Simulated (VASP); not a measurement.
Crystal: GaP.

```
CELL_PARAMETERS angstrom
0.00000 2.72525 2.72525
2.72525 0.00000 2.72525
2.72525 2.72525 0.00000
ATOMIC_POSITIONS crystal
Ga 0.00000 0.00000 0.00000
P 0.25000 0.25000 0.25000
```

```yaml
Program: VASP 6.6.1
Task: relaxation of cell and atoms
Functional: LDA
Potentials_or_basis: VASP PAW LDA potentials, release 64 (Ga_d, P)
Cutoff: 600 eV
k_mesh: 8 × 8 × 8
Occupations: gaussian, width 0.03 eV
Spin: no spin polarisation
```

At the start: pressure -2.7 GPa; volume 20.24 Å³/atom.

Task: Where does the relaxation end?

Result: Over 3 steps the energy falls by 5.4 meV/atom and the volume is 19.61 Å³/atom (-3.1 %); space group F-43m (No. 216, to 0.05 Å).

The path:
```
step  energy change (eV)  largest force (eV/Å)  pressure (GPa)  volume (Å³)
   1              0.0000                0.0000           -2.68        40.48
   2             -0.0073                0.0000            1.68        38.53
   3             -0.0108                0.0000           -0.07        39.22
```

Final structure:
```
Ga P
1.0
     0.00000    2.69669    2.69669
     2.69669    0.00000    2.69669
     2.69669    2.69669    0.00000
Ga P
1 1
Direct
  0.00000 0.00000 0.00000
  0.25000 0.25000 0.25000
```
